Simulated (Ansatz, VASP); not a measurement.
## Two plane-wave programs on As

Contents of INCAR:

```
SYSTEM = As
  PREC = Accurate
  ENCUT = 520
  EDIFF = 1E-7
  ISMEAR = -1
  SIGMA = 0.1
  LREAL = .False.
  LASPH = .True.
  NELM = 100
  ALGO = Normal
  ISIF = 2
  LWAVE = .False.
  LCHARG = .False.
  GGA = PS
  NBANDS = 8
```

KPOINTS

```
Automatic mesh
0
Gamma
  15 15 15
  0 0 0
```

File POSCAR:

```
As
1.0
    0.0000000000      2.0970515564      2.0970515564
    2.0970515564      0.0000000000      2.0970515564
    2.0970515564      2.0970515564      0.0000000000
As
1
Direct
    0.0000000000      0.0000000000      0.0000000000
```

Input for Ansatz:

```yaml
crystal:
  lattice:
    - [0.0, 2.0970515564, 2.0970515564]
    - [2.0970515564, 0.0, 2.0970515564]
    - [2.0970515564, 2.0970515564, 0.0]
  atoms:
    - { symbol: As, position: [0.0, 0.0, 0.0] }
hamiltonian:
  xc: pbesol
  pseudopotentials:
    kind: paw
    azcp:
      As: "pseudopotentials/As.paw.azcp"
basis:
  ecutwfc: 420
  fft_grid_basis: typed
kpoints:
  mp_grid: { grid: [15, 15, 15], shift: [0, 0, 0] }
magnetization:
  spin_polarized: false
scf:
  occupations: { method: fermi_dirac, width: 0.1 }
  lower_state_search: "off"
output:
  stress: true
```

Alike in both runs: task single point; functional PBEsol; k mesh 15 × 15 × 15; occupations fermi-dirac, width 0.1 eV; no spin polarisation.

|  | VASP | Ansatz |
| --- | --- | --- |
| version | VASP 6.6.1 | Ansatz 0.2.0 |
| potentials or method | VASP PAW PBE potentials, release 64 (As) | plane waves (420 eV) with PAW, scalar-relativistic |
| plane-wave cutoff (eV) | 520 | 420 |
| valence electrons in the cell | 5 | 15 |

Ansatz gave:

| Quantity | Value |
| --- | --- |
| pressure (GPa) | 0.0 |

Task: Which values does VASP return?

Result: Pressure (GPa): 0.2.

With one functional, cell and mesh, what is left measures potentials, basis and numerics. The two sets of potentials don't hold the same shells in valence. Ansatz warned: «pseudo_functional_mismatch».

Caveats: the PAW data sets were made with another functional, which shifts forces and pressure a little (VASP).
